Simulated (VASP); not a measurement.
Runs of VASP 6.6.1 on I. The structure is orthorhombic, space group Cmce (No. 64). The conventional cell has a = 7.270 Å, b = 4.790 Å, c = 9.793 Å, α = 90.00°, β = 90.00°, γ = 90.00°. I (site symmetry m) has 1 I at 2.68 Å as nearest neighbours. 

```csv
level,potentials or basis,further INCAR settings,gap on the mesh (eV),pressure (GPa),largest force (eV/Å)
r2SCAN,"VASP PAW PBE potentials, release 64 (I)",ALGO = Normal; EDIFF = 1e-06,1.51,(c),0.63
LDA,"VASP PAW LDA potentials, release 64 (I)",ALGO = Fast; EDIFF = 1e-06,1.21,-0.9,0.73
TB-mBJ,"VASP PAW PBE potentials, release 64 (I)",ALGO = Normal; EDIFF = 1e-06,(a),-,-
PBEsol,"VASP PAW PBE potentials, release 64 (I)",ALGO = Fast; EDIFF = 1e-06,(d),0.1,0.77
PBE,"VASP PAW PBE potentials, release 64 (I)",ALGO = Fast; EDIFF = 1e-06,(b),1.8,0.84
```

Alike in all rows: task band structure; no spin polarisation; cell as given; k mesh 8 × 8 × 4; cutoff (eV) 520; smearing gaussian 0.02 eV.

Task: Fill in the values left out.

Result: (a) 1.63; (b) 1.30; (c) 1.2; (d) 1.26.

Caveats: spin-orbit coupling is left out, which moves the levels of the heavy elements; the PAW data sets were made with another functional, which shifts forces and pressure a little (some runs).

A k mesh can miss the band edges, and the runs leave out spin-orbit coupling on I.
